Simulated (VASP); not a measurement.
CdTe, 2 atoms in the cell. The structure is cubic, space group F-43m (No. 216). Conventional cell: a = 6.496 Å, b = 6.496 Å, c = 6.496 Å, α = 90.00°, β = 90.00°, γ = 90.00°. Cd (site symmetry -43m) has 4 Te at 2.81 Å as nearest neighbours. Around Te (site symmetry -43m) lie 4 Cd at 2.81 Å. 

```yaml
Program: VASP 6.6.1
Task: band structure
Functional: PBE
Potentials_or_basis: VASP PAW PBE potentials, release 64 (Cd, Te)
Cutoff: 520 eV
k_mesh: 6 × 6 × 6
Occupations: gaussian, width 0.03 eV
Spin: no spin polarisation
Grid_for_exact_exchange_PRECFOCK: Fast
Further_INCAR_settings: ALGO = Normal; EDIFF = 1e-07; NBANDS = 16
```

Potentials or basis: VASP PAW PBE potentials, release 64 (Cd, Te).

Run with:

```bash
$ cat potpaw_PBE.64/Cd/POTCAR potpaw_PBE.64/Te/POTCAR > POTCAR
$ mpirun -np 4 vasp_std > vasp.out
```

Hardware: 4 MPI ranks on Intel(R) Xeon(R) Platinum 8488C (Sapphire Rapids), with other jobs on the host.

**Question.** How long does it take, and how much memory?

**Answer.** Run time: 7.5 s on 4 MPI ranks on Intel(R) Xeon(R) Platinum 8488C (Sapphire Rapids), with other jobs on the host, peak memory 0.21 GiB a rank. Counts: scf iterations 23, k points 16.
